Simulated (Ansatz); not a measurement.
# Molecular dynamics of H4CO

Input file:

```yaml
accuracy: low
crystal:
  lattice:
    - [7.125623, 0.0, 0.0]
    - [0.0, 7.125623, 0.0]
    - [0.0, 0.0, 7.125623]
  atoms:
    - { symbol: C, position: [0.81054315, 0.76289196, 0.43006703] }
    - { symbol: O, position: [1.01014586, 0.76102355, 0.4137151] }
    - { symbol: H, position: [0.75143806, 0.8666686, 0.33180279] }
    - { symbol: H, position: [1.04775042, 0.62859258, 0.39629991] }
    - { symbol: H, position: [0.75057843, 0.62423828, 0.39679965] }
    - { symbol: H, position: [0.76821708, 0.79952641, 0.57505445] }
    - { symbol: C, position: [0.14544799, 0.22301526, 0.41222749] }
    - { symbol: O, position: [0.06141497, 0.39085666, 0.34162258] }
    - { symbol: H, position: [0.11674092, 0.21875815, 0.56455595] }
    - { symbol: H, position: [0.0883498, 0.40495177, 0.20737037] }
    - { symbol: H, position: [0.08499241, 0.09516502, 0.34741226] }
    - { symbol: H, position: [0.29973172, 0.22268106, 0.39135565] }
    - { symbol: C, position: [0.49435385, 0.42952415, 0.0889867] }
    - { symbol: O, position: [0.36079206, 0.31482374, -0.00649863] }
    - { symbol: H, position: [0.41740754, 0.55087025, 0.1451076] }
    - { symbol: H, position: [0.42642102, 0.21400629, -0.07319657] }
    - { symbol: H, position: [0.56164123, 0.35494954, 0.20713754] }
    - { symbol: H, position: [0.60597129, 0.4812257, -0.00552795] }
    - { symbol: C, position: [0.93030944, 0.12112755, -0.0540496] }
    - { symbol: O, position: [0.83451011, -0.04349831, 0.00816871] }
    - { symbol: H, position: [1.0789473, 0.10877877, -0.01578154] }
    - { symbol: H, position: [0.71511639, -0.04672767, -0.0608699] }
    - { symbol: H, position: [0.92111056, 0.13801762, -0.20773551] }
    - { symbol: H, position: [0.87356195, 0.248742, 0.01275639] }
    - { symbol: C, position: [0.00455686, 0.57877379, 0.81977397] }
    - { symbol: O, position: [0.0419662, 0.61496101, 1.0127791] }
    - { symbol: H, position: [0.10722038, 0.47454508, 0.7716492] }
    - { symbol: H, position: [-0.02489873, 0.73086793, 1.04546875] }
    - { symbol: H, position: [-0.13809937, 0.52157044, 0.79755738] }
    - { symbol: H, position: [0.01902739, 0.70575967, 0.73346167] }
    - { symbol: C, position: [0.38419296, 0.85598894, 0.75434121] }
    - { symbol: O, position: [0.51549755, 1.00858537, 0.7832526] }
    - { symbol: H, position: [0.3217582, 0.82336866, 0.89208212] }
    - { symbol: H, position: [0.56760541, 1.04262796, 0.6618876] }
    - { symbol: H, position: [0.27292182, 0.89675295, 0.6547829] }
    - { symbol: H, position: [0.45785428, 0.72993566, 0.70079339] }
basis:
  ecutwfc: 420.0
kpoints:
  mp_grid: { grid: [1, 1, 1] }
hamiltonian:
  xc: pbe
  dispersion: d3bj
scf:
  occupations: { method: fermi_dirac, width: 0.02 }
  lower_state_search: "off"
md:
  timestep: 0.5
  n_steps: 300
  ensemble: nvt_langevin
  temperature: 300.0
  initial_velocities: maxwell_boltzmann
  seed: 6564
  friction: 0.02
```

Run as:

```bash
$ ansatz run input.yaml --threads 1 --pin off --max-ram 3072MiB --backend cpu --events-out ev --progress --plain --runs-dir out
```

It starts from a partly relaxed structure (largest force component 0.26 eV/Å).

Output, in part (step lines):

```
md step     0: t =     0.00 fs  T =   291.7 K  F+E_penalty+E_count = -5294.13010036 eV  E_kin = 1.357230 eV  (9 SCF iters)
md step     1: t =     0.50 fs  T =   283.1 K  F+E_penalty+E_count = -5294.10618401 eV  E_kin = 1.317327 eV  (8 SCF iters)
md step     2: t =     1.00 fs  T =   261.6 K  F+E_penalty+E_count = -5294.03738323 eV  E_kin = 1.217274 eV  (8 SCF iters)
md step     3: t =     1.50 fs  T =   243.4 K  F+E_penalty+E_count = -5293.94674992 eV  E_kin = 1.132629 eV  (7 SCF iters)
md step     4: t =     2.00 fs  T =   234.2 K  F+E_penalty+E_count = -5293.85563401 eV  E_kin = 1.089700 eV  (7 SCF iters)
md step     5: t =     2.50 fs  T =   205.3 K  F+E_penalty+E_count = -5293.78429878 eV  E_kin = 0.955341 eV  (5 SCF iters)
md step     6: t =     3.00 fs  T =   214.5 K  F+E_penalty+E_count = -5293.74069709 eV  E_kin = 0.998020 eV  (5 SCF iters)
md step     7: t =     3.50 fs  T =   206.0 K  F+E_penalty+E_count = -5293.71666437 eV  E_kin = 0.958566 eV  (6 SCF iters)
[... lines left out ...]
```

The steps, from the saved trajectory:

```csv
time (fs),T (K),potential energy less start (eV)
0.0,292,0.000
5.0,184,0.476
10.0,213,0.514
15.0,212,0.635
20.0,240,0.611
25.0,220,0.746
30.0,218,0.719
35.0,296,0.590
40.0,252,0.960
45.0,301,0.774
50.0,245,0.898
55.0,230,0.952
60.0,264,0.758
65.0,224,0.935
70.0,247,0.801
75.0,194,1.075
80.0,230,1.059
85.0,255,1.047
90.0,287,0.781
95.0,247,0.979
100.0,249,0.948
105.0,275,0.829
110.0,248,1.031
115.0,299,1.024
120.0,293,0.955
125.0,292,0.871
130.0,281,1.029
135.0,282,0.999
140.0,289,1.001
145.0,265,1.014
150.0,202,1.335
```

The run went to its last step. The mean temperature of the second half is 13 % below the set value. A run of 0.15 ps of so small a system gives no equilibrium averages. Limits of this set-up: coarse k mesh, low accuracy level.

Mean squared displacements from the first frame to the last, about the centre of mass: C 0.25 Å², O 0.22 Å², H 0.42 Å².

Last frame:

```xyz
36
Lattice="7.1256 0.0000 0.0000 0.0000 7.1256 0.0000 0.0000 0.0000 7.1256" Properties=species:S:1:pos:R:3
C 5.548 5.468 2.825
O 6.955 5.648 3.030
H 5.174 6.516 2.586
H 7.449 4.813 3.014
H 5.414 4.834 1.930
H 5.027 5.169 3.802
C 1.605 2.045 3.148
O 0.701 3.054 2.620
H 1.685 2.170 4.277
H 0.769 3.140 1.618
H 1.246 1.057 2.932
H 2.630 2.153 2.843
C 3.779 2.857 0.296
O 2.836 2.241 -0.506
H 3.281 3.473 1.119
H 3.269 1.449 -0.832
H 4.521 2.154 0.828
H 4.382 3.674 -0.246
C 6.683 0.762 -0.098
O 5.690 -0.277 0.297
H 7.535 0.469 0.516
H 5.070 -0.439 -0.457
H 6.941 0.599 -1.136
H 6.297 1.720 0.046
C -0.065 4.237 6.046
O -0.134 4.382 7.447
H 0.871 3.647 5.898
H -0.510 5.285 7.474
H -1.045 3.741 5.707
H 0.001 5.158 5.459
C 2.864 5.444 5.228
O 3.579 6.713 5.237
H 2.162 5.600 6.052
H 3.940 6.737 4.341
H 2.378 5.279 4.231
H 3.558 4.617 5.423
```

The run took 9.1 min on 1 thread of Arm Neoverse V1, with other jobs on the host, peak memory 0.42 GiB.
